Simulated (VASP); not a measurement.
Wanted: the native input for a VASP 6.6.1 run.

| Property | Result |
| --- | --- |
| Task | single point |
| Functional | PBEsol |
| Potentials or basis | VASP PAW PBE potentials, release 64 (Co) |
| Cutoff | 520 eV |
| k mesh | 6 × 6 × 4 |
| Occupations | gaussian, width 0.1 eV |
| Spin | collinear spin, typed start |
| Starting moments | [1.68, 1.68, 1.68, 1.68] μB |
| Dipole correction | no |
| Further INCAR settings | ALGO = Fast; EDIFF = 1e-06; NBANDS = 30 |

The structure of Co lies in POSCAR:

```
Co
1.0
    1.7097194037     -3.8972337836      0.0000000000
    1.7097194037      3.8972337836      0.0000000000
    0.0000000000      0.0000000000      3.3853900622
Co
4
Direct
    0.1417067431      0.8582932569      0.0000094887
    0.6417067431      0.3582932569      0.4999905113
    0.8582932569      0.1417067431      0.9999905113
    0.3582932569      0.6417067431      0.5000094887
```

The cell was built by a generator and needn't be a form met in nature.

The input as run:

INCAR

```
SYSTEM = Co
PREC = Accurate
ENCUT = 520
EDIFF = 1E-6
ISMEAR = 0
SIGMA = 0.1
LREAL = .False.
LASPH = .True.
NELM = 150
ALGO = Fast
ISIF = 2
LWAVE = .False.
LCHARG = .True.
ISPIN = 2
MAGMOM = 1.68 1.68 1.68 1.68
LORBIT = 11
LMAXMIX = 4
GGA = PS
LELF = .True.
LVHAR = .True.
NBANDS = 30
```

KPOINTS

```
regular mesh
0
Gamma
  6 6 4
  0 0 0
```

Potentials or basis: VASP PAW PBE potentials, release 64 (Co).

The run is started by

```sh
$ cat potpaw_PBE.64/Co/POTCAR > POTCAR
$ mpirun -np 1 vasp_std > vasp.out
```

Results of the run:

```yaml
Pressure: -0.7 GPa
Largest_force: 0.013 eV/Å
Band_gap_on_the_k_mesh: none (metal or under the smearing width)
Net_moment: 5.76 μB per cell
Site_moments: Co +1.44 μB
Valence_electrons_inside_the_program's_atomic_spheres: Co 8.35
```

Caveat: the k mesh is coarse (spacing up to 0.46 Å⁻¹), so the values aren't converged; the PAW data sets were made with another functional, which shifts forces and pressure a little.

Wall time 52 s on 1 thread of Intel(R) Xeon(R) 6975P-C (Granite Rapids), with other jobs on the host, peak memory 0.23 GiB.
